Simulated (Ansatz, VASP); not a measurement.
## Cross-check of SiC (Moissanite 3C) between VASP and Ansatz

Wanted: the spread between two codes on one cell, functional and k mesh. The structure shown is the end of the Ansatz relaxation below.

Main program and level: Ansatz 0.2.0; plane waves, with VASP 6.6.1 beside it; single point at LDA.

### Step 1. Set-up

It takes space group I-4m2 (No. 119, tetragonal). The conventional cell has a = 3.053 Å, b = 3.053 Å, c = 4.372 Å, α = 90.00°, β = 90.00°, γ = 90.00°. C has 4 Si at 1.88 Å nearest. Nearest to Si lie 4 C at 1.88 Å. Farther neighbours are not listed.

### Step 2. Ansatz: relaxation, LDA

Ansatz runs on its PAW soft_1 files.

This run makes the geometry at which the two programs are then compared.

input.yaml

```yaml
crystal:
  lattice:
    - [0.0, 2.1645341292, 2.1861794705]
    - [2.1645341292, 0.0, 2.1861794705]
    - [2.1645341292, 2.1645341292, 0.0]
  atoms:
    - { symbol: C, position: [0.75, 0.75, 0.75] }
    - { symbol: Si, position: [0.0, 0.0, 0.0] }
  conventional_axes: [[-1, 1, 1], [1, -1, 1], [1, 1, -1]]
kpoints:
  mp_grid: { grid: [12, 12, 12] }
hamiltonian:
  xc: lda
  pseudopotentials: { kind: paw, azcp: { folder: soft_1 }, xc_functional: pbe }
scf:
  occupations: { method: gaussian, width: 0.02 }
output:
  forces: true
  stress: true
  eigenvalues: true
relax:
  adjacent_minimum: "off"
  f_tol: 0.001
  max_steps: 60
  cell: { stress_tol: 0.01, fix: [c, angles] }
```

Launch:

```console
$ ansatz run input.yaml --threads 4 --pin off --max-ram 10240MiB --backend cpu --events-out ev --progress --plain --runs-dir out
```

Numbers of over 12 decimals in the logs are rounded to 6 here.

The program printed:

```text
Engine: ansatz 0.2.0, aarch64-unknown-linux-gnu
Pseudopotentials: kind: paw
Pseudopotential: C, paw, valence charge 4, recommended cutoff 420 eV (normal), soft_1/C.paw.azcp
Pseudopotential: Si, paw, valence charge 4, recommended cutoff 420 eV (normal), soft_1/Si.paw.azcp
Functional definition: SPW92
  exchange = slater_x
  correlation = pw_c
Crystal: 2 atoms, lattice volume = 20.485 Å³
Basis set: ecut = 420 eV, 411 PW (Γ)
Bands: 8, of which v1, the nominal top of the filled ones, is band 4 counted from 1 (3 counted from 0)
Symmetry: 8 space group operations
Space group: I-4m2 (ITA 119), of the structure as read, at distance tolerance 2.7e-5 Å
k-points: 163 of 1728 (time reversal used)
Non-local potential: C, projectors of the file, l = 0: 2, l = 1: 2, l = 2: 1
Non-local potential: Si, projectors of the file, l = 0: 2, l = 1: 2, l = 2: 1
PAW form: soft (Blöchl's): semilocal exchange-correlation on the pseudo side does not see the compensation charge
PAW frozen core: C, regenerated for the run's functional, and the local potential with it (the file was generated under x = pbe(κ = 0.804, μ = 0.219515), c = pbe(β = 0.066725))
PAW frozen core: Si, regenerated for the run's functional, and the local potential with it (the file was generated under x = pbe(κ = 0.804, μ = 0.219515), c = pbe(β = 0.066725))
PAW one-centre angular grid: C, 110 points (default); XC on 64 Gauss nodes
PAW one-centre angular grid: Si, 110 points (default); XC on 64 Gauss nodes
Initial density: superposition of atomic densities (chi_scale 0.1, normalization cell, long waves kept (reshape's long-wave potential 0.00 eV rms))
Initial wavefunctions: pseudopotential atomic-orbital guess
Functional: x = slater, c = lda
SCF iter   1: F=—  HF=-853.767630 eV  |F-HF|=—  |Δ(HF+E_count)|=         —  Δρ=1.39e-1  dr2=4.82e0  ethr=3.10e-3  ⟨swp⟩=6.1  Hψ=11246  notcnv=0
preconditioner: auto → none  [insulator: Δε(μ)=3.293 eV  Ē_g=14.760 eV  σ=0.020 eV  W_gap=1.00  n_scr=0 (ndim 8)  ℏωp=23.2 eV  f_vac=0.000  D(μ)=0.00/eV (n_scr^D=0)  ε∞_Penn≈3.5]
SCF iter   2: F=—  HF=-852.311484 eV  |F-HF|=—  |Δ(HF+E_count)|=    1.46e0  Δρ=5.06e-2  dr2=3.45e-1  ethr=3.10e-3  ⟨swp⟩=3.1  Hψ=4502  notcnv=0
SCF iter   3: F=—  HF=-852.211167 eV  |F-HF|=—  |Δ(HF+E_count)|=   1.00e-1  Δρ=1.89e-2  dr2=3.82e-2  ethr=3.10e-3  ⟨swp⟩=2.3  Hψ=2727  notcnv=0
SCF iter   4: F=—  HF=-852.202509 eV  |F-HF|=—  |Δ(HF+E_count)|=   8.66e-3  Δρ=1.37e-3  dr2=1.95e-4  ethr=4.77e-4  ⟨swp⟩=2.0  Hψ=1959  notcnv=0
SCF iter   5: F=—  HF=-852.202578 eV  |F-HF|=—  |Δ(HF+E_count)|=   6.83e-5  Δρ=1.65e-4  dr2=1.81e-6  ethr=2.44e-6  ⟨swp⟩=2.4  Hψ=1959  notcnv=0
SCF iter   6: F=—  HF=-852.202580 eV  |F-HF|=—  |Δ(HF+E_count)|=   1.89e-6  Δρ=3.36e-5  dr2=1.02e-7  ethr=1.25e-9  ⟨swp⟩=6.5  Hψ=7276  notcnv=0
SCF iter   7: F=-852.202580 eV  HF=-852.202580 eV  |F-HF|=3.29e-10  |Δ(HF+E_count)|=   2.56e-8  Δρ=4.97e-6  dr2=1.90e-9  ethr=1.25e-9  ⟨swp⟩=4.0  Hψ=3812  notcnv=0
SCF 1 converged in 7 iterations: F = -852.202580 eV  dr2 = 1.90e-9
  greatest PAW one-centre occupation: 0.641 electrons in one spin orbital (limit 2), on the C atom at site 0 (counted from 0), in its partial waves of l = 0
relax step   1: F+E_penalty+E_count = -852.20257960 eV  Δ(F+E_penalty+E_count) = +0.000e0 eV  max|allowed force component| = 2.220e-16 eV/Å  Δτ_max = 0.0000 Å  P = -2.252 GPa  Ω = 20.485 Å³  fix = [c, alpha, beta, gamma]  reactions: c -4.014 GPa  (7 SCF iters, dr2 threshold 1.00e-7 eV, accepted)
[...]
relax step   2: F+E_penalty+E_count = -852.20302182 eV  Δ(F+E_penalty+E_count) = -4.422e-4 eV  max|allowed force component| = 1.110e-16 eV/Å  Δτ_max = 0.0000 Å  P = -1.595 GPa  Ω = 20.425 Å³  energy of the carried Pulay correction = +7.658e-5 eV  fix = [c, alpha, beta, gamma]  reactions: c -3.627 GPa  (4 SCF iters, dr2 threshold 2.00e-7 eV, accepted)
[...]
relax step   3: F+E_penalty+E_count = -852.20315608 eV  Δ(F+E_penalty+E_count) = -1.343e-4 eV  max|allowed force component| = 1.110e-16 eV/Å  Δτ_max = 0.0000 Å  P = -1.111 GPa  Ω = 20.382 Å³  energy of the carried Pulay correction = +1.325e-4 eV  fix = [c, alpha, beta, gamma]  reactions: c -3.341 GPa  (4 SCF iters, dr2 threshold 2.00e-7 eV, accepted)
[...]
relax step   4: F+E_penalty+E_count = -852.20302582 eV  Δ(F+E_penalty+E_count) = +1.303e-4 eV  max|allowed force component| = 1.110e-16 eV/Å  Δτ_max = 0.0000 Å  P = -1.121 GPa  Ω = 20.382 Å³  fix = [c, alpha, beta, gamma]  reactions: c -3.348 GPa  stress off target by 8.20e-3 GPa on what of the cell is left free  SCF on the basis re-selected at this cell (its energy is not comparable with the rows above)  (5 SCF iters)
basis re-selected at this cell: Δ(F+E_penalty+E_count) = +1.303e-4 eV, ΔP = -0.011 GPa vs the last step (what re-selecting the basis moved, of the pressure what is left beyond the Pulay correction that the steps carried, after the strain that the cell walked since its last selection, with what the two solves' SCF thresholds leave and, on support functions, any second-order correction that the steps lacked; it is no m [...]
SCF converged after 5 iterations
Free energy (F): -852.203026 eV
Harris-Foulkes:  -852.203026 eV  (|F-HF|=0.00e0)
Internal energy: -852.203026 eV  (E = F + TS)
E sigma→0 (E₀):  -852.203026 eV
Fermi energy:    10.085056 eV
--- Per-component energies (eV) ---
  E_band       = 28.246886
  E_kinetic    = 134.055570
  E_local      = -96.135487  (includes V_loc(G=0)·N_el)
  E_nonlocal   = 47.336521
  E_hartree    = 31.376453
  E_xc         = -105.121388
  E_vxc        = -109.012347  (∫ρ·V_xc dr)
  E_paw        = -577.633137  (= ΣΔE_a)
  E_vpaw       = -10.750325  (= ΣTr[D̂ρ^β])
  E_aug_tail   = 0.000047  (compensation charges beyond the density's cutoff)
  E_ewald      = -286.228769
  E_core_change = 0.147163  (= ΣΔE_core)
  E_smearing   = -0.000000  (= −TS)
  E_closure    = 0.000000  (closes the sum)
  Σ components = -852.203026   (vs F -852.203026, Δ=0.00e0)
--- Forces (eV/Å), atoms counted from 1 ---
  atom   1  C      0.00000000    -0.00000000     0.00000000
  atom   2  Si    -0.00000000     0.00000000    -0.00000000
  max |Σ_I F_I| component: 6.94e-18 eV/Å
--- Stress (GPa, compression-positive) ---
       -0.008205       0.000000      -0.000000
        0.000000      -0.008205      -0.000000
       -0.000000      -0.000000      -3.347690
  P = ⅓ Tr σ = -1.1214 GPa (-11.214 kbar)
--- Band table (eV; the first three rows and the last of 163) ---
  k-point 0: bands = ["-6.0058", "9.3793", "9.4661", "9.4661", "15.8736", "16.7270", "16.7270", "16.7582"]
  k-point 1: bands = ["-5.8679", "8.7150", "9.3105", "9.3745", "16.0656", "16.8822", "16.9066", "16.9559"]
  k-point 2: bands = ["-5.4581", "7.0729", "9.0611", "9.1475", "15.8628", "17.2390", "17.2676", "17.8455"]
  k-point 162: bands = ["-0.8995", "1.4634", "6.3010", "6.3010", "10.8202", "13.8304", "23.4588", "23.4588"]
--- Relaxed structure (3 steps of the walk, 3 accepted, 1 SCFs on fresh bases) ---
  F+E_penalty+E_count = -852.20302582 eV   max|allowed force component| = 1.110e-16 eV/Å   (the final SCF, on the basis selected at the relaxed cell)
  cell:  # Å, volume = 20.3816 Å³
    - [0, 2.159044, 2.1861794705]
    - [2.159044, 0, 2.1861794705]
    - [2.159044, 2.159044, 0]
  atoms:
    - { symbol: C, position: [0.750000, 0.750000, 0.750000] }
    - { symbol: Si, position: [0, 0, 0] }
```

### Step 3. VASP: single point, LDA, pair 1

The same cell, functional (in two slightly different forms), mesh and smearing now go to VASP, with its own data sets.

Lines of VASP's logs that name or quote its potential files are left out, and so is its time.

INCAR

```
SYSTEM = SiC
PREC = Accurate
ENCUT = 600
EDIFF = 1E-06
NELM = 120
ISMEAR = 0
SIGMA = 0.02
LREAL = .FALSE.
ALGO = Normal
GGA = CA
NBANDS = 10
LORBIT = 11
LWAVE = .FALSE.
LCHARG = .FALSE.
ISIF = 2
LASPH = .TRUE.
GGA_COMPAT = .FALSE.
EFERMI = MIDGAP
```

POSCAR

```
SiC
1.0
    0.0000000000      2.1590436303      2.1861794705
    2.1590436303      0.0000000000      2.1861794705
    2.1590436303      2.1590436303      0.0000000000
C Si
1 1
Direct
    0.7500000000      0.7500000000      0.7500000000
    0.0000000000      0.0000000000      0.0000000000
```

KPOINTS

```
Automatic mesh
0
Gamma
12 12 12
0 0 0
```

Potentials, in the order of the species: C and Si (LDA family, release 64).

Launch:

```console
$ mpirun -np 1 vasp_std
```

The program printed:

```text
[banner, memory and clock lines left out]
running    1 mpi-ranks, on    1 nodes
 distrk:  each k-point on    1 cores,    1 groups
 distr:  one band on    1 cores,    1 groups

 POSCAR found type information on POSCAR C Si
 POSCAR found :  2 types and       2 ions
 LDA part: xc-table for (Slater(with rela. corr.)+CA(PZ))
 , standard interpolation
 POSCAR, INCAR and KPOINTS ok, starting setup
 FFT: planning ... GRIDC
 FFT: planning ... GRID_SOFT
 FFT: planning ... GRID
 WAVECAR not read
 entering main loop
       N       E                     dE             d eps       ncg     rms          rms(c)
DAV:   1     0.420676152871E+01    0.42068E+01   -0.43519E+03  3356   0.762E+02
DAV:   2    -0.179853350510E+02   -0.22192E+02   -0.20878E+02  4236   0.119E+02
DAV:   3    -0.187190754965E+02   -0.73374E+00   -0.73235E+00  3912   0.190E+01
DAV:   4    -0.187223788189E+02   -0.33033E-02   -0.33031E-02  3756   0.158E+00
DAV:   5    -0.187223951837E+02   -0.16365E-04   -0.16365E-04  3782   0.104E-01    0.922E+00
DAV:   6    -0.167377931153E+02    0.19846E+01   -0.75343E+00  3396   0.132E+01    0.406E+00
DAV:   7    -0.166638370045E+02    0.73956E-01   -0.38643E-01  3842   0.389E+00    0.181E+00
DAV:   8    -0.166432710432E+02    0.20566E-01   -0.27049E-02  3482   0.107E+00    0.178E-01
DAV:   9    -0.166429054981E+02    0.36555E-03   -0.18092E-03  3998   0.248E-01    0.948E-02
DAV:  10    -0.166429202361E+02   -0.14738E-04   -0.11354E-04  3450   0.713E-02    0.316E-02
DAV:  11    -0.166429206406E+02   -0.40448E-06   -0.32152E-06  3752   0.122E-02
   1 F= -.16642921E+02 E0= -.16642921E+02  d E =0.000000E+00
```

From OUTCAR (step 3):

```text
ion  position               nearest neighbor table
   1  0.750  0.750  0.750-   2 1.88   2 1.88   2 1.88   2 1.88
   2  0.000  0.000  0.000-   1 1.88   1 1.88   1 1.88   1 1.88

  LATTYP: Found a body centered tetragonal cell.
 ALAT       =     3.0533487837
 C/A-ratio  =     1.4319880402

 Subroutine GETGRP returns: Found  8 space group operations
 (whereof  8 operations were pure point group operations)

The static configuration has the point symmetry D_2d.

 Found    163 irreducible k-points:

   k-points           NKPTS =    163   k-points in BZ     NKDIM =    163   number of bands    NBANDS=     10

   dimension x,y,z NGX =    28 NGY =   28 NGZ =   24
   dimension x,y,z NGXF=    56 NGYF=   56 NGZF=   48

   ENCUT  =  600.0 eV  44.10 Ry    6.64 a.u.   6.14  6.14  6.10*2*pi/ulx,y,z

   NELECT =       8.0000    total number of electrons

 k-points in reciprocal lattice and weights: Automatic mesh
   0.00000000  0.00000000  0.00000000       0.001
   0.08333333  0.00000000  0.00000000       0.005
   0.16666667  0.00000000  0.00000000       0.005
   0.25000000  0.00000000  0.00000000       0.005
   0.33333333  0.00000000  0.00000000       0.005
   0.41666667  0.00000000  0.00000000       0.005
   0.50000000  0.00000000  0.00000000       0.002
   0.08333333  0.08333333  0.00000000       0.001
   0.16666667  0.08333333  0.00000000       0.005
[...]
-0.33333333  0.16666667  0.50000000       0.002
  -0.25000000  0.25000000  0.50000000       0.001

 average (electrostatic) potential at core
       1 -48.8183       2 -81.7246

 E-fermi :   8.8757

 k-point     1 :       0.0000    0.0000    0.0000
  band No.  band energies     occupation
      1      -7.2003      2.00000
      2       8.1763      2.00000
      3       8.2631      2.00000
      4       8.2631      2.00000
      5      14.7025      0.00000
      6      15.5206      0.00000
      7      15.5206      0.00000
      8      15.5522      0.00000
      9      22.5836      0.00000
    ...

 k-point     2 :       0.0833    0.0000    0.0000
  band No.  band energies     occupation
      1      -7.0625      2.00000
      2       7.5122      2.00000
      3       8.1074      2.00000
      4       8.1714      2.00000
      5      14.8861      0.00000
      6      15.6805      0.00000
      7      15.7006      0.00000
      8      15.7538      0.00000
      9      21.8441      0.00000
    ...

 k-point     3 :       0.1667    0.0000    0.0000
  band No.  band energies     occupation
      1      -6.6525      2.00000
      2       5.8714      2.00000
      3       7.8586      2.00000
      4       7.9449      2.00000
      5      14.6719      0.00000
      6      16.0338      0.00000
      7      16.0620      0.00000
      8      16.6587      0.00000
      9      21.0978      0.00000
    ...

  Total        0.0298530      0.0298530     -0.3952497      0.0000000     -0.0000000     -0.0000000
  in kB        2.3467114      2.3467114    -31.0701617      0.0000000     -0.0000000     -0.0000000
  external PRESSURE =      -8.7922463 kB  Pullay stress =       0.0000000 kB

  energy-cutoff  :      600.00
  volume of cell :       20.38
      direct lattice vectors                 reciprocal lattice vectors
     0.000000000  2.159043630  2.186179470    -0.231584018  0.231584018  0.228709494
     2.159043630  0.000000000  2.186179470     0.231584018 -0.231584018  0.228709494
     2.159043630  2.159043630  0.000000000     0.231584018  0.231584018 -0.228709494

 POSITION                                       TOTAL-FORCE (eV/Angst)
 -----------------------------------------------------------------------------------
      3.23857      3.23857      3.27927         0.000000      0.000000     -0.000000
      0.00000      0.00000      0.00000        -0.000000     -0.000000      0.000000
 -----------------------------------------------------------------------------------
    total drift:                               -0.000001     -0.000001      0.000004

  FREE ENERGIE OF THE ION-ELECTRON SYSTEM (eV)
  ---------------------------------------------------
  free  energy   TOTEN  =       -16.6429206406 eV

  energy  without entropy=      -16.6429206406  energy(sigma->0) =      -16.64292064

 total charge
# of ion       s       p       d       tot
------------------------------------------
    1        0.828   1.725   0.000   2.553
    2        0.714   0.994   0.000   1.708
--------------------------------------------------
tot          1.542   2.719   0.000   4.261

[... 3 further parts left out ...]
```

The run ends at a pressure of -0.88 GPa.

### Step 4. Side by side

Known differences besides the potentials themselves: the two LDA forms differ slightly; the cutoff is 420 eV in Ansatz and 600 eV in VASP; VASP's log shows a relativistic correction to its local exchange, Ansatz's none; Ansatz's pressure holds a Pulay correction, VASP's none. Total energies have different zeros and are not compared.

The two programs side by side:

| quantity | Ansatz | VASP | difference |
| --- | --- | --- | --- |
| pressure (GPa) | -1.12 | -0.88 | -0.24 |
| gap on the k mesh (eV) | 1.238 | 1.225 | +0.013 |

A gap on the mesh is an upper bound, since the band edges may lie between its points.

### Step 5. Ansatz: relaxation, LDA

This run makes the geometry at which the two programs are then compared. The cell compared in this pair holds 20.48 Å³, against 20.38 Å³ for the pair before.

The structure compared here is the end of the Ansatz relaxation.

Edit input.yaml of step 2 so:

```diff
@@ -2,5 +2,5 @@
   lattice:
-    - [0.0, 2.1645341292, 2.1861794705]
-    - [2.1645341292, 0.0, 2.1861794705]
-    - [2.1645341292, 2.1645341292, 0.0]
+    - [0.0, 2.1590436303, 2.2078248118]
+    - [2.1590436303, 0.0, 2.2078248118]
+    - [2.1590436303, 2.1590436303, 0.0]
   atoms:
```

Launch:

```console
$ ansatz run input.yaml --threads 4 --pin off --max-ram 10240MiB --backend cpu --events-out ev --progress --plain --runs-dir out
```

The program printed:

```text
[...]
Crystal: 2 atoms, lattice volume = 20.583 Å³
Basis set: ecut = 420 eV, 411 PW (Γ)
Bands: 8, of which v1, the nominal top of the filled ones, is band 4 counted from 1 (3 counted from 0)
Symmetry: 8 space group operations
[...]
k-points: 163 of 1728 (time reversal used)
[...]
P = ⅓ Tr σ = -2.2705 GPa (-22.705 kbar)
--- Band table (eV; the first three rows and the last of 163) ---
[...]
--- Relaxed structure (3 steps of the walk, 3 accepted, 1 SCFs on fresh bases) ---
[...]
cell:  # Å, volume = 20.4837 Å³
    - [0, 2.153808, 2.2078248118]
    - [2.153808, 0, 2.2078248118]
    - [2.153808, 2.153808, 0]
  atoms:
    - { symbol: C, position: [0.75, 0.75, 0.750000] }
    - { symbol: Si, position: [0, 0, 0] }
[key lines of the parts left out:]
SCF converged after 5 iterations
Free energy (F): -852.196668 eV
Fermi energy:    10.022676 eV
```

### Step 6. VASP: single point, LDA, pair 2

The same cell, functional (in two slightly different forms), mesh and smearing now go to VASP, with its own data sets.

INCAR is that of step 3.

POSCAR

```
SiC
1.0
    0.0000000000      2.1538080618      2.2078248118
    2.1538080618      0.0000000000      2.2078248118
    2.1538080618      2.1538080618      0.0000000000
C Si
1 1
Direct
    0.7500000000      0.7500000000      0.7500000000
    0.0000000000      0.0000000000      0.0000000000
```

KPOINTS is that of step 3.

Launch:

```console
$ mpirun -np 1 vasp_std
```

The program printed:

```text
[... set-up lines as in an earlier step ...]
 entering main loop
       N       E                     dE             d eps       ncg     rms          rms(c)
DAV:   1     0.384769510998E+01    0.38477E+01   -0.44352E+03  3366   0.770E+02
DAV:   2    -0.180100049085E+02   -0.21858E+02   -0.20770E+02  4354   0.117E+02
DAV:   3    -0.186971423217E+02   -0.68714E+00   -0.68584E+00  3848   0.184E+01
DAV:   4    -0.187003226673E+02   -0.31803E-02   -0.31801E-02  3778   0.158E+00
[...]
DAV:   9    -0.166368239326E+02    0.36982E-03   -0.18228E-03  4052   0.248E-01    0.948E-02
DAV:  10    -0.166368389357E+02   -0.15003E-04   -0.11462E-04  3464   0.717E-02    0.316E-02
DAV:  11    -0.166368393228E+02   -0.38713E-06   -0.33631E-06  3744   0.123E-02
   1 F= -.16636839E+02 E0= -.16636839E+02  d E =0.000000E+00
```

(Continued in part 2 of 2.)

[Lines on the potential files, build, host, timing and source positions are cut from VASP's logs without a mark.]

[Logs are printed without paths, hosts, clocks, repeated set-up lines and the standing remarks that a program may print on its own settings, such as how far it seeks lower states.]

[Hosts, paths, dates, database ids (printed as entryN), source tags and the programs' standing remarks are cut or masked in the printed files.]
